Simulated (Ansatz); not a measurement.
FeO:

```
CELL_PARAMETERS angstrom
-1.60210 1.60210 2.08339
1.60210 -1.60210 2.08339
1.60210 1.60210 -2.08339
ATOMIC_POSITIONS crystal
Fe 0.00000 0.00000 0.00000
O 0.50000 0.50000 0.00000
```

The cell comes from a database or a generator and needn't be the stable form of this composition.

Alike in all runs: program Ansatz 0.2.0; functional PBE; potentials or basis Ansatz PAW; cutoff 420 eV (not typed: the program's choice for these potentials); k mesh 12 × 12 × 12; occupations fermi-dirac, width 0.05 eV.

The same cell was started in several ways:

```csv
start,free energy over the lowest (meV/atom),net moment (μB),site or absolute moments (μB),gap
"collinear spin, random start of up to 2.68 μB",0.0,-4.00,Fe -3.40; O -0.31,none (metal or under the smearing width)
"collinear spin, ferromagnetic start of up to 3 μB",0.0,4.00,Fe +3.40; O +0.31,none (metal or under the smearing width)
no spin polarisation,789.6,-,-,none (metal or under the smearing width)
```

Allowing spin polarisation gains 790 meV/atom. A still lower state may exist.

Caveats: semilocal functionals often make such compounds metallic where correlation or magnetic order opens a gap, which also shifts bond lengths; a cell with one magnetic atom can't hold antiferromagnetic order, which such compounds often take (some runs).
